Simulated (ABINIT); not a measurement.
Input of an ABINIT 10.8.3 (patched build) run:

File run.abi:

```
# Datasets: one volume each
ndtset 7
getwfk -1
scalecart1 3*0.9795861087
scalecart2 3*0.9864848297
scalecart3 3*0.9932883884
scalecart4 3*1.0000000000
scalecart5 3*1.0066227096
scalecart6 3*1.0131594038
scalecart7 3*1.0196128224

# Pseudopotentials
pp_dirpath "./"
pseudos "Sn.GGA_PBE-JTH.xml, Se.GGA_PBE-JTH.xml"

# Structure
acell 3*1.0 Angstrom
rprim
     3.8110000000     0.0000000000     0.0000000000
    -1.9055000000     3.3004228138     0.0000000000
     0.0000000000     0.0000000000     6.1360000000
ntypat 2
znucl 50 34
natom 3
typat 1 2 2
xred
     0.0000000000     0.0000000000     0.0000000000
     0.6666666667     0.3333333333     0.7510000000
     0.3333333333     0.6666666667     0.2490000000

# Plane-wave basis
ecut 598.650497 eV
pawecutdg 44.0

# k points
kptopt 1
ngkpt 8 8 5
nshiftk 1
shiftk 0.0 0.0 0.0

# Exchange and correlation
ixc 11

# Bands and occupations
nband 17
occopt 3
tsmear 0.00183747

# SCF cycle
nstep 100
tolvrs 1.0e-9

# Output
iomode 3
prtwf 1
prtden 0
prteig 0
prtebands 0
enunit 1
```

Potentials or basis: JTH PAW PBE v2.0.

Command:

```console
$ abinit run.abi > log 2>&1
```

Problem. What does it give for the equilibrium volume?

Solution. 27.86 Å³/atom (rough: see the caveat).

Problem. Predict the bulk modulus at fixed shape and positions.

Solution. 58 GPa (rough).

Energy against volume, from the lowest point:
| volume (Å³/atom) | energy (meV/atom) |
| --- | --- |
| 24.182 | 111.70 |
| 24.697 | 78.70 |
| 25.212 | 52.33 |
| 25.726 | 31.79 |
| 26.241 | 16.59 |
| 26.755 | 6.15 |
| 27.270 | 0.00 |

Caveat: pressures at fixed basis lie under the slope of the energies; the minimum lies outside the volumes run; the cell was scaled at fixed shape and fractional positions, which overstates the stiffness of a crystal with free parameters, most of all of layers and chains; this functional lacks dispersion, which binds the layers, so the pressure and a relaxed spacing across them are unreliable.
